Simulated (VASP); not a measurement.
# Te (P4/nmm) in VASP: further runs, part 2 of 2

VASP 6.6.1. The steps go on from the part before.

### 3 Single point, PBE0(alpha)

Input file POSCAR:

```
Te
1.0
    5.8500400000      0.0000000000      0.0000000000
    0.0000000000      5.8500400000      0.0000000000
    0.0000000000      0.0000000000      4.7912000000
Te
4
Direct
    0.0000000000      0.0000000000      0.0000000000
    0.5000000000      0.5000000000      0.0000000000
    0.0000000000      0.5000000000      0.8300400000
    0.5000000000      0.0000000000      0.1699600000
```

Input file INCAR.step1:

```
SYSTEM = Te
  ALGO = Normal
  EDIFF = 1E-5
  ENCUT = 520
  GGA = PE
  ISIF = 2
  ISMEAR = -1
  LASPH = .TRUE.
  LCHARG = .FALSE.
  LREAL = .FALSE.
  LWAVE = .TRUE.
  NBANDS = 20
  NELM = 80
  PREC = Accurate
  SIGMA = 0.05
```

Input file INCAR.step2:

```
SYSTEM = Te
  AEXX = 0.3
  ALGO = Normal
  EDIFF = 1E-6
  ENCUT = 520
  GGA = PE
  HFRCUT = -1
  ISIF = 2
  ISMEAR = -1
  ISTART = 1
  LASPH = .TRUE.
  LCHARG = .FALSE.
  LHFCALC = .TRUE.
  LREAL = .FALSE.
  LWAVE = .FALSE.
  NBANDS = 20
  NELM = 80
  PREC = Accurate
  PRECFOCK = Fast
  SIGMA = 0.05
```

Input file KPOINTS:

```
k-points
0
G
  3 3 3
  0 0 0
```

Potentials or basis: VASP PAW PBE potentials, release 64 (Te).

On the command line:

```
> cat potpaw_PBE.64/Te/POTCAR > POTCAR
> cp INCAR.step1 INCAR
> mpirun -np 1 vasp_std > vasp.out
> cp INCAR.step2 INCAR
> mpirun -np 1 vasp_std > vasp.out
```

OUTCAR:

```text
SYSTEM = Te
   AEXX = 0.3
   EDIFF = 1E-6
   ENCUT = 520
   GGA = PE
   ISIF = 2
   ISMEAR = -1
   ISTART = 1
   LASPH = .TRUE.
   LHFCALC = .TRUE.
   LREAL = .FALSE.
   NELM = 80
   PREC = Accurate
   PRECFOCK = Fast

 ion  position               nearest neighbor table
   1  0.000  0.000  0.000-   3 3.04   4 3.04   3 3.04   4 3.04
   2  0.500  0.500  0.000-   3 3.04   4 3.04   4 3.04   3 3.04
   3  0.000  0.500  0.830-   1 3.04   2 3.04   1 3.04   2 3.04
   4  0.500  0.000  0.170-   1 3.04   2 3.04   2 3.04   1 3.04

  LATTYP: Found a simple tetragonal cell.
 ALAT       =     5.8500400000
 C/A-ratio  =     0.8190029470

  Lattice vectors:

 A1 = (   5.8500400000,   0.0000000000,   0.0000000000)
 A2 = (   0.0000000000,   5.8500400000,   0.0000000000)
 A3 = (   0.0000000000,   0.0000000000,   4.7912000000)

Analysis of symmetry for initial positions (statically):
=====================================================================
 Subroutine PRICEL returns:
 Original cell was already a primitive cell.

 Routine SETGRP: Setting up the symmetry group for a
 simple tetragonal supercell.

 Subroutine GETGRP returns: Found 16 space group operations
 (whereof  8 operations were pure point group operations)
 out of a pool of 16 trial point group operations.

The static configuration has the point symmetry D_2d.
 The point group associated with its full space group is D_4h.

Analysis of symmetry for dynamics (positions and initial velocities):
=====================================================================
 Subroutine PRICEL returns:
 Original cell was already a primitive cell.

 Routine SETGRP: Setting up the symmetry group for a
 simple tetragonal supercell.

 Subroutine GETGRP returns: Found 16 space group operations
 (whereof  8 operations were pure point group operations)
 out of a pool of 16 trial point group operations.

The dynamic configuration has the point symmetry D_2d.
 The point group associated with its full space group is D_4h.

 Subroutine INISYM returns: Found 16 space group operations
 (whereof  8 operations are pure point group operations),
 and found     1 'primitive' translations

----------------------------------------------------------------------------------------

                                     Primitive cell

  volume of cell :     163.9691

  direct lattice vectors                    reciprocal lattice vectors
     5.850040000  0.000000000  0.000000000     0.170939002  0.000000000  0.000000000
     0.000000000  5.850040000  0.000000000     0.000000000  0.170939002  0.000000000
     0.000000000  0.000000000  4.791200000     0.000000000  0.000000000  0.208715979

  length of vectors
     5.850040000  5.850040000  4.791200000     0.170939002  0.170939002  0.208715979

  position of ions in fractional coordinates (direct lattice)
     0.000000000  0.000000000  0.000000000
     0.500000000  0.500000000  0.000000000
     0.000000000  0.500000000  0.830040000
     0.500000000  0.000000000  0.169960000

  ion indices of the primitive-cell ions
   primitive index   ion index
[... 33 lines left out ...]
  0.000000  0.000000  0.000000      1.000000
  0.333333  0.000000  0.000000      4.000000
  0.333333  0.333333  0.000000      4.000000
  0.000000  0.000000  0.333333      2.000000
  0.333333  0.000000  0.333333      8.000000
  0.333333  0.333333  0.333333      8.000000
   k-points           NKPTS =      6   k-points in BZ     NKDIM =     27   number of bands    NBANDS=     20
   number of dos      NEDOS =    301   number of ions     NIONS =      4
   total plane-waves  NPLWV =  82944
   dimension x,y,z NGX =    48 NGY =   48 NGZ =   36
   dimension x,y,z NGXF=    96 NGYF=   96 NGZF=   72
   ions per type =               4
   NGX,Y,Z   is equivalent  to a cutoff of  13.64, 13.64, 12.49 a.u.
   NGXF,Y,Z  is equivalent  to a cutoff of  27.28, 27.28, 24.98 a.u.
 SYSTEM =  Te
   PREC   = accura    normal or accurate (medium, high low for compatibility)
   ISTART =      1    job   : 0-new  1-cont  2-samecut
   ICHARG =      0    charge: 1-file 2-atom 10-const
   ISPIN  =      1    spin polarized calculation?
   LNONCOLLINEAR =      F non collinear calculations
   LSORBIT =      F    spin-orbit coupling
   LASPH  =      T    aspherical Exc in radial PAW
   ENCUT  =  520.0 eV  38.22 Ry    6.18 a.u.  10.88 10.88  8.91*2*pi/ulx,y,z
   NELM   =     80;   NELMIN=  2; NELMDL=  0     # of ELM steps
   EDIFF  = 0.1E-05   stopping-criterion for ELM
   LREAL  =      F    real-space projection
   EDIFFG = 0.1E-04   stopping-criterion for IOM
   NSW    =      0    number of steps for IOM
   IBRION =     -1    ionic relax: 0-MD 1-quasi-New 2-CG
   NFREE  =      0    steps in history (QN), initial steepest desc. (CG)
   ISIF   =      2    stress and relaxation
   ISYM   =      3    0-nonsym 1-usesym 2-fastsym
   POTIM  = 0.5000    time-step for ionic-motion
   TEBEG  =    0.0;   TEEND  =   0.0 temperature during run
   PSTRESS=    0.0 pullay stress
   NELECT =      24.0000    total number of electrons
   NUPDOWN=      -1.0000    fix difference up-down
   EMIN   =  10.00;   EMAX   =-10.00  energy-range for DOS
   EFERMI =   0.00;   METHOD = LEGACY
   ISMEAR =    -1;   SIGMA  =   0.05  broadening in eV -4-tet -1-fermi 0-gaus
   EFERMI_NEDOS =   21; number of points for ismear=-14 and -15
   IALGO  =     38    algorithm
   IMIX   =      1    mixing-type and parameters
     AMIX     =   0.40;   BMIX     =  1.00
     AMIX_MAG =   1.60;   BMIX_MAG =  1.00
  volume/ion in A,a.u.               =      40.99       276.63
  Fermi-wavevector in a.u.,A,eV,Ry     =   0.862762  1.630385 10.127621  0.744359
  Thomas-Fermi vector in A             =   1.980613
   LORBIT       =      0    0 simple, 1 ext, 2 COOP (PROOUT), +10 PAW based schemes
   GGA     = PE    functional components
   LHFCALC =     T    Hartree Fock is set to
   PRECFOCK=fast      Normal, Fast or Accurate (Low or Medium for compatibility)
   ENCUT4O =  -1.0   cutoff for four orbital integrals eV
   NKREDX  =     1    reduce k-point grid by
   NKREDY  =     1    reduce k-point grid by
   NKREDZ  =     1    reduce k-point grid by
   AEXX    =    0.3000 exact exchange contribution
   HFSCREEN=    0.0000 screening length (either q_TF or 0.3 A-1)
   HFSCREENC=   0.0000 screening length for correlation (either q_TF or 0.3 A-1)
   ENCUTFOCK=  -1.0 apply spherical cutoff to Coloumb kernel
   IVDW    =     0    specifies the selected vdW correction
   LEPSILON=     F    determine dielectric tensor
   LRPA    =     F    only Hartree local field effects (RPA)
 non-spin polarized calculation
  energy-cutoff  :      520.00
  volume of cell :      163.97
 maximum number of plane-waves:      4450
 NGX is ok and might be reduce to    48
  NGX = 24; NGY = 24; NGZ = 20

 number of electron      24.0000001 magnetization

 Free energy of the ion-electron system (eV)
  ---------------------------------------------------
  ext. energy  EPLUGINS =         0.00000000
  ---------------------------------------------------
  free energy    TOTEN  =       -18.58934134 eV

  energy without entropy =      -18.58934133  energy(sigma->0) =      -18.58934133

 E-fermi :   3.8651     XC(G=0):  -6.0807

 val. band max:        2.9207748699   @ k =   0.0000   0.0000   0.3333
 cond. band min:       4.8290352699   @ k =   0.3333   0.0000   0.0000
 fundamental gap:      1.9082604000
 Fermi energy:         3.8651271734

 k-point     1 :       0.0000    0.0000    0.0000
  band No.  band energies     occupation
      1     -11.8152      2.00000
      2      -9.1215      2.00000
      3      -8.9538      2.00000
      4      -6.1470      2.00000
      5      -3.2492      2.00000
      6      -3.2492      2.00000
[... 127 lines left out ...]
     19      10.5542      0.00000
     20      11.3458      0.00000

------------------------ aborting loop because EDIFF is reached ----------------------------------------

  FORCE on cell =-STRESS in cart. coord.  units (eV):
  Direction    XX          YY          ZZ          XY          YZ          ZX
  --------------------------------------------------------------------------------------
  -------------------------------------------------------------------------------------
  Total       -3.9419441     -3.9419441     -0.6665659      0.0000000     -0.0000000      0.0000000
  in kB      -38.5175866    -38.5175866     -6.5131596      0.0000000     -0.0000000      0.0000000
  external PRESSURE =     -27.8494443 kB  Pullay stress =       0.0000000 kB

 VOLUME and BASIS-vectors are now :
 -----------------------------------------------------------------------------
  energy-cutoff  :      520.00
  volume of cell :      163.97
      direct lattice vectors                 reciprocal lattice vectors
     5.850040000  0.000000000  0.000000000     0.170939002  0.000000000  0.000000000
     0.000000000  5.850040000  0.000000000     0.000000000  0.170939002  0.000000000
     0.000000000  0.000000000  4.791200000     0.000000000  0.000000000  0.208715979

 POSITION                                       TOTAL-FORCE (eV/Angst)
 -----------------------------------------------------------------------------------
      0.00000      0.00000      0.00000         0.000000      0.000000      0.000000
      2.92502      2.92502      0.00000        -0.000000      0.000000      0.000000
      0.00000      2.92502      3.97689         0.000000     -0.000000      0.316102
      2.92502      0.00000      0.81431         0.000000      0.000000     -0.316102
 -----------------------------------------------------------------------------------
    total drift:                                0.000000     -0.000000     -0.000000

  FREE ENERGIE OF THE ION-ELECTRON SYSTEM (eV)
  ---------------------------------------------------
  free  energy   TOTEN  =       -18.5893413364 eV

  energy  without entropy=      -18.5893413333  energy(sigma->0) =      -18.58934133
```

It took 3.3 min on 1 thread of AMD EPYC 9R45 (Zen 5), shared host; peak memory 0.25 GiB.

What came out:

| Property | Result |
| --- | --- |
| Free energy | -18.5893 eV |
| Pressure | -2.8 GPa |
| Largest force | 0.316 eV/Å |
| Band gap on the k mesh | 1.91 eV, indirect (least direct gap 2.02 eV) |

Forces on the atoms (eV/Å):
```
Te   0.000  0.000  0.000
Te   0.000  0.000  0.000
Te   0.000  0.000  0.316
Te   0.000  0.000 -0.316
```

Levels at points of the mesh, in eV from the valence-band top:
| k point | band 10 | band 11 | band 12 | band 13 | band 14 | band 15 |
| --- | --- | --- | --- | --- | --- | --- |
| (0.00, 0.00, 0.00) | -1.44 | -1.00 | -0.01 | 3.79 | 3.79 | 4.97 |

Caveat: the k mesh is coarse (spacing up to 0.44 Å⁻¹), so the values aren't converged, least of all with exact exchange; the PAW data sets were made with another functional, which shifts forces and pressure a little; spin-orbit coupling is left out, which moves the levels of the heavy elements; an odd mesh through Γ misses points on the zone boundary, where band edges often lie.

### 4 Single point, PBE0(alpha)

POSCAR is that of step 3.

INCAR.step1 is that of step 3.

Edit INCAR.step2 of step 3 so:

```diff
@@ -1,3 +1,3 @@
 SYSTEM = Te
-  AEXX = 0.3
+  AEXX = 0.4
   ALGO = Normal
```

KPOINTS is that of step 3.

On the command line:

```
> cat potpaw_PBE.64/Te/POTCAR > POTCAR
> cp INCAR.step1 INCAR
> mpirun -np 1 vasp_std > vasp.out
> cp INCAR.step2 INCAR
> mpirun -np 1 vasp_std > vasp.out
```

Wall time 3.1 min (1 thread of AMD EPYC 9R45 (Zen 5), shared host); peak memory 0.24 GiB.

It converged, with:

* Free energy: -20.9798 eV
* Pressure: -3.7 GPa
* Largest force: 0.453 eV/Å
* Band gap on the k mesh: 2.40 eV, indirect (least direct gap 2.45 eV)

Forces in eV/Å, atoms in the order of the input:
```
Te   0.000  0.000  0.000
Te   0.000  0.000  0.000
Te   0.000  0.000  0.453
Te   0.000  0.000 -0.453
```

Stress tensor (GPa, compression positive):
```
-5.04  0.00  0.00
 0.00 -5.04  0.00
 0.00  0.00 -0.99
```

Levels at points of the mesh, in eV from the valence-band top:
| k point | band 10 | band 11 | band 12 | band 13 | band 14 | band 15 |
| --- | --- | --- | --- | --- | --- | --- |
| (0.00, 0.00, 0.00) | -1.50 | -1.03 | -0.02 | 4.42 | 4.42 | 5.57 |

Caveat: the k mesh is coarse (spacing up to 0.44 Å⁻¹), so the values aren't converged, least of all with exact exchange; the PAW data sets were made with another functional, which shifts forces and pressure a little; spin-orbit coupling is left out, which moves the levels of the heavy elements; an odd mesh through Γ misses points on the zone boundary, where band edges often lie.

### 5 Summary

| share of exact exchange | gap on the mesh (eV) | pressure (GPa) | largest force (eV/Å) |
| --- | --- | --- | --- |
| 0.25 | 1.67 | -2.3 | 0.25 |
| 0.3 | 1.91 | -2.8 | 0.32 |
| 0.4 | 2.40 | -3.7 | 0.45 |

Alike in all rows: task single point; level PBE0(alpha); potentials or basis VASP PAW PBE potentials, release 64 (Te); no spin polarisation; cell as given; k mesh 3 × 3 × 3; cutoff (eV) 520; smearing fermi-dirac 0.05 eV; the mesh is coarse, so values aren't converged.

Caveats: all runs use coarse meshes; the PAW data sets were made with another functional, which shifts forces and pressure a little; spin-orbit coupling is left out, which moves the levels of the heavy elements; an odd mesh through Γ misses points on the zone boundary, where band edges often lie.

Absolute energies hang on the potentials; compare differences alone.
